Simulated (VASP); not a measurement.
# SiC, self-consistent run: which settings are enough?

SiC, P3m1 (no. 156), 4 atoms in the cell. PBEsol; PAW potentials Si, C (PBE set). VASP 6.6.1. The cell is changed on purpose: last atom moved by 0.05 Å along z, cell strained by +1.5% along z.

Wanted: energy within 2 meV/atom.

What the run is for: energy; Accuracy asked: standard.

POSCAR:
```
SiC
1.0
    3.0760000000      0.0000000000      0.0000000000
   -1.5380000000      2.6638941420      0.0000000000
    0.0000000000      0.0000000000      5.1237200000
Si C
2 2
Direct
    0.6666666700      0.3333333300      0.5000000000
    0.3333333300      0.6666666700      0.0000000000
    0.6666666700      0.3333333300      0.8850000000
    0.3333333300      0.6666666700      0.3949049100
```

The series start from Plane-wave cutoff (eV): 520; k-point mesh: 8 × 8 × 5; Precision mode (PREC): Accurate; Electronic threshold (eV): 1e-6; Bands in all (NBANDS): 20; Aspherical gradient terms in the spheres (LASPH): yes; Electronic algorithm: ALGO=Normal; Delay and inner steps: defaults; Placing of the Fermi level (EFERMI): EFERMI=MIDGAP. Each series keeps the choices made before it, and each single choice may use up half of a tolerance.

## Plane-wave cutoff (eV)

| Plane-wave cutoff (eV) | Energy less reference (meV/atom) | SCF iterations | Time (s) |
|---|---|---|---|
| 320 | 0.1 | 12 | 19 |
| 400 | 1.0 | 12 | 29 |
| 460 | 2.0 | 12 | 41 |
| 520 | 2.9 | 12 | 44 |
| 600 | 2.3 | 12 | 51 |
| 700 | 1.0 | 12 | 58 |
| 840 (reference) | 0.0 | 12 | 88 |

Chosen: 840; the next looser run is off by more than half of the tolerance, so convergence isn't shown beyond this value.

## k-point mesh

| k-point mesh | Energy less reference (meV/atom) | SCF iterations | Time (s) |
|---|---|---|---|
| 3 × 3 × 2 | 125.1 | 12 | 14 |
| 4 × 4 × 2 | 30.2 | 12 | 22 |
| 4 × 4 × 3 | 34.5 | 12 | 21 |
| 5 × 5 × 3 | 10.8 | 12 | 36 |
| 7 × 7 × 4 | 0.7 | 12 | 76 |
| 8 × 8 × 5 | 0.3 | 12 | 88 |
| 10 × 10 × 6 | 0.0 | 12 | 125 |
| 13 × 13 × 7 | 0.0 | 12 | 240 |
| 16 × 16 × 9 (reference) | 0.0 | 12 | 393 |

Chosen: 7 × 7 × 4, the loosest value from which every tighter one stays within half of the tolerance.

## Precision mode (PREC)

| Precision mode (PREC) | Energy less reference (meV/atom) | SCF iterations | Time (s) |
|---|---|---|---|
| SingleN | 0.0 | 12 | 34 |
| Normal | 0.0 | 12 | 38 |
| Single | 0.0 | 12 | 58 |
| Accurate (reference) | 0.0 | 12 | 76 |

Chosen: SingleN.

## Electronic threshold (eV)

| Electronic threshold (eV) | Energy less reference (meV/atom) | SCF iterations | Time (s) |
|---|---|---|---|
| 0.001 | 0.0 | 10 | 32 |
| 0.0001 | 0.0 | 11 | 30 |
| 1e-5 | 0.0 | 12 | 32 |
| 1e-6 | 0.0 | 12 | 34 |
| 1e-7 | 0.0 | 13 | 42 |
| 1e-8 (reference) | 0.0 | 14 | 48 |

Chosen: 0.001.

## Bands in all (NBANDS)

| Bands in all (NBANDS) | Energy less reference (meV/atom) | SCF iterations | Time (s) |
|---|---|---|---|
| 9 | 0.0 | 9 | 14 |
| 10 | 0.0 | 10 | 11 |
| 12 | 0.0 | 10 | 16 |
| 14 | 0.0 | 10 | 17 |
| 20 | 0.0 | 10 | 32 |
| 32 (reference) | 0.0 | 10 | 46 |

Chosen: 9.

## Aspherical gradient terms in the spheres (LASPH)

| Aspherical gradient terms in the spheres (LASPH) | Energy less reference (meV/atom) | SCF iterations | Time (s) |
|---|---|---|---|
| no | 0.1 | 9 | 12 |
| yes (reference) | 0.0 | 9 | 14 |

Chosen: no.

## Electronic algorithm

| Electronic algorithm | Energy less reference (meV/atom) | SCF iterations | Time (s) |
|---|---|---|---|
| ALGO=Normal | 0.0 | 9 | 12 |
| ALGO=Fast | 0.0 | 11 | 16 |
| ALGO=VeryFast | 0.0 | 16 | 18 |
| ALGO=All ISEARCH=1 | 0.0 | 12 | 17 |
| ALGO=All ISEARCH=0 | 0.0 | 12 | 19 |
| ALGO=Damped TIME=0.4 | 0.0 | 22 | 28 |
| ALGO=Damped TIME=0.1 | 0.2 | 39 | 40 |

Chosen: ALGO=Normal; no other choice that stays within half of the tolerance saves 30 % of the time.

## Delay and inner steps

| Delay and inner steps | Energy less reference (meV/atom) | SCF iterations | Time (s) |
|---|---|---|---|
| defaults | 0.0 | 9 | 12 |
| NELMDL=-2 | 0.0 | 8 | 12 |
| NELMDL=-8 | 0.0 | 12 | 14 |
| NELMDL=-12 | 0.0 | 16 | 19 |
| NRMM=2 | 0.0 | 10 | 12 |
| NRMM=6 | 0.0 | 9 | 12 |
| WEIMIN=0.001 | 0.0 | 9 | 16 |

Chosen: defaults.

## Placing of the Fermi level (EFERMI)

| Placing of the Fermi level (EFERMI) | Energy less reference (meV/atom) | SCF iterations | Time (s) |
|---|---|---|---|
| EFERMI=MIDGAP | 0.0 | 9 | 12 |
| EFERMI=LEGACY | 0.0 | 9 | 11 |

Chosen: EFERMI=MIDGAP.

## All choices together

| Input | Energy less reference (meV/atom) | Time (s) |
|---|---|---|
| the program's defaults (naive) | 11.9 | 3.9 |
| chosen settings | 0.8 | 12 |
| reference settings throughout | 0.0 | 740 |

The chosen settings stay within the tolerance of the reference run, but the reference itself isn't shown to be converged in: Plane-wave cutoff (eV).

## The input

INCAR:
```
  GGA = PS
  ISMEAR = 0
  SIGMA = 0.03
  LWAVE = False
  LCHARG = False
  ISIF = 2
  PREC = SingleN
  LASPH = False
  LREAL = False
  ALGO = Normal
  EDIFF = 0.001
  NELM = 120
  GGA_COMPAT = False
  ENCUT = 840
  EFERMI = MIDGAP
  NBANDS = 9
```

KPOINTS:
```
Automatic mesh
0
Gamma
  7 7 4
  0 0 0
```

Commands:
```
cat potpaw_PBE.64/Si/POTCAR potpaw_PBE.64/C/POTCAR > POTCAR
mpirun -np 1 vasp_std > vasp.out
```

The chosen input took VASP 6.6.1 12 s on 1 core (AMD EPYC 7R43 (Zen 3)), a shared host.

## An input that fails: too few bands

VASP's message: The number of bands is not sufficient to hold all electrons. I am sorry, but this calculation does not make sense. If you want to calculate only selected states, you need to set either EFERMI or EREF. EREF specifies around which energy states are supposed to be calculated. I found NBANDS = 7, NELECT = ….

Changes against the starting input:
```
- NELM = 120
- NBANDS = 20
+ NELM = 69
+ NBANDS = 7
```
